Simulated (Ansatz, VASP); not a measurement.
**Two plane-wave programs on Yb**

```
Yb
1.0
    -2.03697    2.03697    2.03697
     2.03697   -2.03697    2.03697
     2.03697    2.03697   -2.03697
Yb
1
Direct
  0.00000 0.00000 0.00000
```

Alike in both runs: task single point; functional r2SCAN; k mesh 14 × 14 × 14; occupations gaussian, width 0.05 eV; no spin polarisation.

```csv
,VASP,Ansatz
version,VASP 6.6.1,Ansatz 0.2.0
potentials or method,"VASP PAW PBE potentials, release 64 (Yb)","scalar-relativistic, plane waves, PAW"
plane-wave cutoff (eV),520,600
valence electrons in the cell,24,24
```

Ansatz gave:

```
pressure (GPa) : 0.0
```

Task: What did VASP give for the same quantities?

Result: Pressure (GPa): -0.5.

Caveats: the PAW data sets were made with another functional, which shifts forces and pressure a little (VASP). Spin-orbit coupling is left out, which matters for the levels of Yb. Spin polarisation is off, so any magnetic state and its effect on volume and gap are missing.
